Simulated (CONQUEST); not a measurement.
# Y (P6_3/mmc) in CONQUEST: reference runs

How does Y come out in PBE? The cell is run as given and disturbed.

All numbers are computed with CONQUEST 1.3; they aren't measurements. Logs are shortened: lines on timing, memory, paths and dates and some standing lists are left out, and cuts for length are marked.

### Step 1. The crystal as given

Symmetry: P6_3/mmc, No. 194, hexagonal system. The conventional cell has a = 3.647 Å, b = 3.647 Å, c = 5.731 Å, α = 90.00°, β = 90.00°, γ = 120.00°. Y (site symmetry -6m2) has 12 Y at 3.56 to 3.65 Å as nearest neighbours.

### Step 2. Single point, PBE

Conquest_input

```
IO.Title Y
IO.Coordinates coords.dat
IO.FractionalAtomicCoords T
IO.Iprint 2
IO.Iprint_init 1
General.NumberOfSpecies 1
General.PseudopotentialType hamann
AtomMove.TypeOfRun static
AtomMove.FullStress T
Grid.GridCutoff 120
DM.SolutionMethod diagon
Diag.MPMesh T
Diag.GammaCentred T
Diag.MPMeshX 7
Diag.MPMeshY 5
Diag.MPMeshZ 4
Diag.kT 0.00183747
minE.SCTolerance 1e-6
SC.MaxIters 100
IO.AtomChargeOutput T
IO.DumpChargeDensity T
IO.DumpESPot T
%block ChemicalSpeciesLabel
1 88.910 Y
%endblock
```

coords.dat

```
    6.8925870670     0.0000000000     0.0000000000
    0.0000000000    10.8292645298     0.0000000000
    0.0000000000     0.0000000000    11.9383109965
4
  0.0000000000   0.7500000000   0.3333333330 1 T T T
  0.5000000000   0.7500000000   0.8333333330 1 T T T
  0.0000000000   0.2500000000   0.6666666670 1 T T T
  0.5000000000   0.2500000000   0.1666666670 1 T T T
```

Potentials or basis: PseudoDojo NC PBE, DZP, grid cutoff 120 Ha.

Run with:

```
> OMP_NUM_THREADS=1 Conquest
```

The log of the run:

```text
Simulation cell dimensions:     6.8926 a0 x    10.8293 a0 x    11.9383 a0

      Atomic coordinates (a0)
         Atom         X         Y         Z  Species
            1    0.0000    8.1219    3.9794        1
            2    3.4463    8.1219    9.9486        1
            3    0.0000    2.7073    7.9589        1
            4    3.4463    2.7073    1.9897        1

         Monkhorst-Pack mesh:   7 x   5 x   4 gamma-centred
        This calculation includes non-local pseudopotentials,
         with a maximum core radius of      8.94382930

    Job title: Y
    Job to be run: static calculation

    Ground state search:
      Support functions represented with PAO basis
      1:1 PAO to SF mapping
      Non-spin-polarised electrons
      Solving for the K matrix using diagonalisation
      Using Fermi-Dirac smearing

    Integration grid size:     36 x   60 x   60

    Integration grid spacing:  0.191 a0 x 0.180 a0 x 0.199 a0

    Number of species:  1
    --------------------------------------------------------
    |   #  mass (au)  Charge (e)  SF Rad (a0)  NSF  Label  |
    --------------------------------------------------------
    |   1     88.910      11.000        9.153   19  Y      |
    --------------------------------------------------------
          SCF tolerance:                 0.00000100
          SCF iterations:               100

    The functional used will be GGA PBE96

           radial cut-off to be used is taken to be max PAO cut-off radius for this species:    8.943829

           greatest ang. mom. for making density from PAOs:  2
    Minimum blocs/proc is     2025. Maximum blocs/proc is     2025
    set_atom_dens: In set_atomic_density, electrons :      44.000000000000
 matrix_size & matrix_size_padH =           76          76

    Screened ion int: energy:    -118.134135878728 Ha

    new_SC_potl: Starting.  Tolerance:  0.10000E-05

    PulayMixSC: Starting Pulay mixing, A_up =  0.500 A_dn =  0.500
    PulayMixSC: Spin non-polarised calculation.
          Harris-Foulkes Energy            :      -163.168708064658716 Ha
          GroundState Energy (E-(1/2)TS)   :      -163.169894345376122 Ha
          Free Energy (E-TS)               :      -163.171080626093527 Ha
          DFT Total Energy                 :      -163.155454530336982 Ha
          Total number of electrons        :        44.000000000000284
    PulayMixSC: Pulay iteration     1 residual:              0.11336E-02
          Harris-Foulkes Energy            :      -163.160685006503968 Ha
          GroundState Energy (E-(1/2)TS)   :      -163.161892435641278 Ha
          Free Energy (E-TS)               :      -163.163099864778587 Ha
          DFT Total Energy                 :      -163.160059824275720 Ha
          Total number of electrons        :        44.000106423454426
    PulayMixSC: Pulay iteration     2 residual:              0.34108E-03
          Harris-Foulkes Energy            :      -163.160300116837163 Ha
          GroundState Energy (E-(1/2)TS)   :      -163.161514912727057 Ha
          Free Energy (E-TS)               :      -163.162729708616979 Ha
          DFT Total Energy                 :      -163.160313967132680 Ha
          Total number of electrons        :        44.000176976187561
    PulayMixSC: Pulay iteration     3 residual:              0.97105E-04
          Harris-Foulkes Energy            :      -163.160315281461862 Ha
          GroundState Energy (E-(1/2)TS)   :      -163.161529951029053 Ha
          Free Energy (E-TS)               :      -163.162744620596243 Ha
          DFT Total Energy                 :      -163.160315180793845 Ha
          Total number of electrons        :        44.000210816363200
    PulayMixSC: Pulay iteration     4 residual:              0.43367E-05
          Harris-Foulkes Energy            :      -163.160315093007796 Ha
          GroundState Energy (E-(1/2)TS)   :      -163.161529776234659 Ha
          Free Energy (E-TS)               :      -163.162744459461550 Ha
          DFT Total Energy                 :      -163.160315088451227 Ha
          Total number of electrons        :        44.000212835253400
    PulayMixSC: Pulay iteration     5 residual:              0.93048E-06
    PulayMixSC: Reached SCF tolerance of  0.93048E-06 after      5 iterations
      | Number of electrons      =        44.000213
      |* band energy as 2Tr[K.H] =       -42.186149104902611 Ha
      |  screened ion-ion energy =      -118.134135878727577 Ha
      |  Ha correction           =         0.902808224988631 Ha
      |  XC correction           =        -3.742816361924563 Ha
      | GS Energy as E-(1/2)TS   =      -163.161529776234659 Ha
      | Free Energy as E-TS      =      -163.162744459461550 Ha
      |* Harris-Foulkes energy   =      -163.160315093007796 Ha
      |* DFT total energy        =      -163.160315088451227 Ha
      |  estimated accuracy      =        -0.000000004556568 Ha

    force: Forces on atoms (Ha/a0)
    force:  Atom   X              Y              Z
    force:     1  -0.0000000000   0.0000000000  -0.0000085888
    force:     2  -0.0000000000   0.0000000000  -0.0000085888
    force:     3  -0.0000000000  -0.0000000000   0.0000085888
    force:     4  -0.0000000000  -0.0000000000   0.0000085888

    force: Maximum force :        0.00000859(Ha/a0) on atom         2 in z direction
    force: Force Residual:        0.00000859 Ha/a0
    force: Total stress:         -0.24992495     0.00000000     0.00000000 GPa
                             0.00000000     0.12039670     0.00000000
                             0.00000000     0.00000000    -0.28384656
    force: Average pressure:      0.13779160 GPa

    force: Finished force
    get_E_and_F: Change in energy during last step of electronic optimisation:  0.18845E-06

    BIBLIOGRAPHY: Please consider citing the following references in the conquest.bib file

    CONQUEST:         Bowler2002pt, Miyazaki2004, Nakata2020
    Basis:            Bowler2019
    DM:               Bowler:2006xr
    Pseudopotentials: Hamann2013, Bowler2019
    XC functional:    Perdew1996
```

Run time: 56 s. Hardware: 1 thread of Intel Xeon 6975P-C (Granite Rapids), shared host; peak memory 1.3 GiB.

Results:

* Free energy: -4439.8845 eV
* Pressure: 0.1 GPa
* Band gap on the k mesh: none (metal or under the smearing width)

Levels at points of the mesh, in eV from the Fermi level:
```csv
k point,band 18,band 19,band 20,band 21,band 22,band 23,band 24,band 25,band 26,band 27
"(0.00, 0.00, 0.00)",-1.85,-1.66,-1.18,-0.82,-0.11,0.89,1.40,1.46,1.75,1.75
"(0.00, 0.00, 0.50)",-3.45,-0.92,-0.92,-0.09,-0.09,0.40,0.40,1.54,1.54,1.91
```

Caveat: the box holds several primitive cells, so bands are folded and the points are those of the box's own zone; the basis of atomic orbitals isn't converged, which shifts pressures, moduli and gaps.

### Step 3. Single point, PBE (atoms moved at random, drawn with an rms of 0.05 Å)

Conquest_input: that of step 2 with these lines changed.

```diff
@@ -20,4 +20,2 @@
 IO.AtomChargeOutput T
-IO.DumpChargeDensity T
-IO.DumpESPot T
 %block ChemicalSpeciesLabel
```

coords.dat

```
    6.8925870670     0.0000000000     0.0000000000
    0.0000000000    10.8292645298     0.0000000000
    0.0000000000     0.0000000000    11.9383109965
4
  0.4867415000   0.7512290000   0.8350385000 1 T T T
  0.9867415000   0.7512290000   0.3350385000 1 T T T
  0.0088810000   0.2556330000   0.6652530000 1 T T T
  0.5088810000   0.2556330000   0.1652530000 1 T T T
```

Potentials or basis: PseudoDojo NC PBE, DZP, grid cutoff 120 Ha.

Run with:

```
> OMP_NUM_THREADS=1 Conquest
```

The log of the run:

```text
Simulation cell dimensions:     6.8926 a0 x    10.8293 a0 x    11.9383 a0

      Atomic coordinates (a0)
         Atom         X         Y         Z  Species
            1    3.3549    8.1353    9.9689        1
            2    6.8012    8.1353    3.9998        1
            3    0.0612    2.7683    7.9420        1
            4    3.5075    2.7683    1.9728        1

         Monkhorst-Pack mesh:   7 x   5 x   4 gamma-centred
        This calculation includes non-local pseudopotentials,
         with a maximum core radius of      8.94382930

    Job title: Y
    Job to be run: static calculation

[... 5 lines left out ...]
      Using Fermi-Dirac smearing

    Integration grid size:     36 x   60 x   60

    Integration grid spacing:  0.191 a0 x 0.180 a0 x 0.199 a0

    Number of species:  1
    --------------------------------------------------------
    |   #  mass (au)  Charge (e)  SF Rad (a0)  NSF  Label  |
    --------------------------------------------------------
    |   1     88.910      11.000        9.153   19  Y      |
    --------------------------------------------------------
          SCF tolerance:                 0.00000100
          SCF iterations:               100

    The functional used will be GGA PBE96

           radial cut-off to be used is taken to be max PAO cut-off radius for this species:    8.943829

           greatest ang. mom. for making density from PAOs:  2
    Minimum blocs/proc is     2025. Maximum blocs/proc is     2025
    set_atom_dens: In set_atomic_density, electrons :      44.000000000000
 matrix_size & matrix_size_padH =           76          76

    Screened ion int: energy:    -118.132353887960 Ha

    new_SC_potl: Starting.  Tolerance:  0.10000E-05

    PulayMixSC: Starting Pulay mixing, A_up =  0.500 A_dn =  0.500
    PulayMixSC: Spin non-polarised calculation.
          Harris-Foulkes Energy            :      -163.168340263224536 Ha
          GroundState Energy (E-(1/2)TS)   :      -163.169535379550069 Ha
          Free Energy (E-TS)               :      -163.170730495875631 Ha
          DFT Total Energy                 :      -163.154897321341394 Ha
          Total number of electrons        :        44.000000000000441
    PulayMixSC: Pulay iteration     1 residual:              0.11366E-02
          Harris-Foulkes Energy            :      -163.160310084436162 Ha
          GroundState Energy (E-(1/2)TS)   :      -163.161530929461719 Ha
          Free Energy (E-TS)               :      -163.162751774487276 Ha
          DFT Total Energy                 :      -163.159469401267557 Ha
          Total number of electrons        :        44.000100974938853
    PulayMixSC: Pulay iteration     2 residual:              0.34732E-03
          Harris-Foulkes Energy            :      -163.160041251659806 Ha
          GroundState Energy (E-(1/2)TS)   :      -163.161267475850138 Ha
          Free Energy (E-TS)               :      -163.162493700040443 Ha
          DFT Total Energy                 :      -163.159358705412529 Ha
          Total number of electrons        :        44.000168938757902
    PulayMixSC: Pulay iteration     3 residual:              0.14903E-03
          Harris-Foulkes Energy            :      -163.159941884582963 Ha
          GroundState Energy (E-(1/2)TS)   :      -163.161170819465269 Ha
          Free Energy (E-TS)               :      -163.162399754347575 Ha
          DFT Total Energy                 :      -163.159693232398070 Ha
          Total number of electrons        :        44.000183075865259
    PulayMixSC: Pulay iteration     4 residual:              0.89064E-04
          Harris-Foulkes Energy            :      -163.159889112292092 Ha
          GroundState Energy (E-(1/2)TS)   :      -163.161117287117918 Ha
          Free Energy (E-TS)               :      -163.162345461943715 Ha
          DFT Total Energy                 :      -163.159889022021730 Ha
          Total number of electrons        :        44.000202783122084
    PulayMixSC: Pulay iteration     5 residual:              0.32288E-05
          Harris-Foulkes Energy            :      -163.159889479919229 Ha
          GroundState Energy (E-(1/2)TS)   :      -163.161117690336738 Ha
          Free Energy (E-TS)               :      -163.162345900754275 Ha
          DFT Total Energy                 :      -163.159888856859027 Ha
          Total number of electrons        :        44.000202457653586
    PulayMixSC: Pulay iteration     6 residual:              0.33178E-05
          Harris-Foulkes Energy            :      -163.159889306270770 Ha
          GroundState Energy (E-(1/2)TS)   :      -163.161117505492371 Ha
          Free Energy (E-TS)               :      -163.162345704713971 Ha
          DFT Total Energy                 :      -163.159888648921481 Ha
          Total number of electrons        :        44.000202853424391
    PulayMixSC: Pulay iteration     7 residual:              0.34238E-05
          Harris-Foulkes Energy            :      -163.159889276071738 Ha
          GroundState Energy (E-(1/2)TS)   :      -163.161117480683231 Ha
          Free Energy (E-TS)               :      -163.162345685294724 Ha
          DFT Total Energy                 :      -163.159889276026206 Ha
          Total number of electrons        :        44.000203117093648
    PulayMixSC: Pulay iteration     8 residual:              0.13693E-06
    PulayMixSC: Reached SCF tolerance of  0.13693E-06 after      8 iterations
      | Number of electrons      =        44.000203
      |* band energy as 2Tr[K.H] =       -42.186101072244909 Ha
      |  screened ion-ion energy =      -118.132353887959866 Ha
      |  Ha correction           =         0.901227187914811 Ha
      |  XC correction           =        -3.742659609317367 Ha
      | GS Energy as E-(1/2)TS   =      -163.161117480683231 Ha
      | Free Energy as E-TS      =      -163.162345685294724 Ha
      |* Harris-Foulkes energy   =      -163.159889276071738 Ha
      |* DFT total energy        =      -163.159889276026206 Ha
      |  estimated accuracy      =        -0.000000000045532 Ha

    force: Forces on atoms (Ha/a0)
    force:  Atom   X              Y              Z
    force:     1   0.0018886711   0.0017194311  -0.0004320045
    force:     2   0.0018886711   0.0017194311  -0.0004320045
    force:     3  -0.0019109739  -0.0017639962   0.0004259238
    force:     4  -0.0019109739  -0.0017639962   0.0004259238

    force: Maximum force :        0.00191097(Ha/a0) on atom         3 in x direction
    force: Force Residual:        0.00261295 Ha/a0
    force: Total stress:         -0.14829564    -0.02056393    -0.26107258 GPa
                            -0.02056393     0.04692714     0.01383891
                            -0.26107258     0.01383891    -0.31895338
    force: Average pressure:      0.14010729 GPa

    force: Finished force
    get_E_and_F: Change in energy during last step of electronic optimisation:  0.30199E-07

    BIBLIOGRAPHY: Please consider citing the following references in the conquest.bib file

    CONQUEST:         Bowler2002pt, Miyazaki2004, Nakata2020
    Basis:            Bowler2019
    DM:               Bowler:2006xr
    Pseudopotentials: Hamann2013, Bowler2019
    XC functional:    Perdew1996
```

Run time: 68 s. Hardware: 1 thread of Intel Xeon 6975P-C (Granite Rapids), shared host; peak memory 1.3 GiB.

Results:

```
Free energy            : -4439.8736 eV
Pressure               : 0.1 GPa
Largest force          : 0.136 eV/Å
Band gap on the k mesh : none (metal or under the smearing width)
```

Forces on the atoms (eV/Å):
```
Y    0.097  0.088 -0.022
Y    0.097  0.088 -0.022
Y   -0.098 -0.091  0.022
Y   -0.098 -0.091  0.022
```

Caveat: the box holds several primitive cells, so bands are folded and the points are those of the box's own zone; the basis of atomic orbitals isn't converged, which shifts pressures, moduli and gaps.
